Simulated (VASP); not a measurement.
Set up this calculation in VASP 6.6.1, as an ASE script.

* Task: single point
* Functional: PBE
* Potentials or basis: VASP PAW PBE potentials, release 54 (Hf_pv)
* Cutoff: 520 eV
* k mesh: 6 × 6 × 9
* Occupations: gaussian, width 0.1 eV
* Spin: no spin polarisation
* Further INCAR settings: ALGO = Fast; EDIFF = 1.00e-06

The structure of Hf lies in Hf.cif:

```cif
data_Hf
_cell_length_a 4.96232954
_cell_length_b 4.96232954
_cell_length_c 3.08623225
_cell_angle_alpha 90.00000000
_cell_angle_beta 90.00000000
_cell_angle_gamma 120.00000000
_space_group_name_H-M_alt 'P1'
_space_group_name_Hall 'P 1'
_space_group_IT_number 1
loop_
_space_group_symop_operation_xyz
'x,y,z'
loop_
_atom_site_label
_atom_site_type_symbol
_atom_site_symmetry_multiplicity
_atom_site_Wyckoff_symbol
_atom_site_fract_x
_atom_site_fract_y
_atom_site_fract_z
_atom_site_occupancy
Hf1 Hf 1 a 0.0000000000 0.0000000000 0.0000000000 1
Hf2 Hf 1 a 0.3333333333 0.6666666667 0.5000000000 1
Hf3 Hf 1 a 0.6666666667 0.3333333333 0.5000000000 1
```

This isn't the form of Hf at room conditions, which is hcp.

One way to write it, as run:

run.py

```python
from ase.calculators.vasp import Vasp
from ase.dft.bandgap import bandgap
from ase.io import read

atoms = read('Hf.cif')
calc = Vasp(
    directory='calc',
    xc='pbe',
    pp='PBE',
    setups='recommended',
    pp_version='54',
    prec='Accurate',
    encut=520,
    ediff=1e-06,
    ismear=0,
    sigma=0.1,
    lreal=False,
    lasph=True,
    nelm=80,
    algo='Fast',
    isif=2,
    lwave=False,
    lcharg=False,
    kpts=[6, 6, 9],
    gamma=True,
)
atoms.calc = calc

print('energy (eV):', atoms.get_potential_energy())
print('free energy (eV):', atoms.get_potential_energy(force_consistent=True))
print('forces (eV/A):')
print(atoms.get_forces())
print('stress (eV/A^3, Voigt):', atoms.get_stress())
print('Fermi level (eV):', calc.get_fermi_level())
gap, top, bottom = bandgap(calc)
print('band gap (eV):', gap, 'from (spin, k, band)', top, 'to', bottom)
```

Potentials or basis: VASP PAW PBE potentials, release 54 (Hf_pv).

Run with:

```console
$ python run.py
```

It gave:

- Pressure: 1.5 GPa
- Band gap on the k mesh: none (metal or under the smearing width)

Run time: 26 s on 1 thread of Intel(R) Xeon(R) 6975P-C (Granite Rapids), on a shared host, peak memory 0.2 GiB.
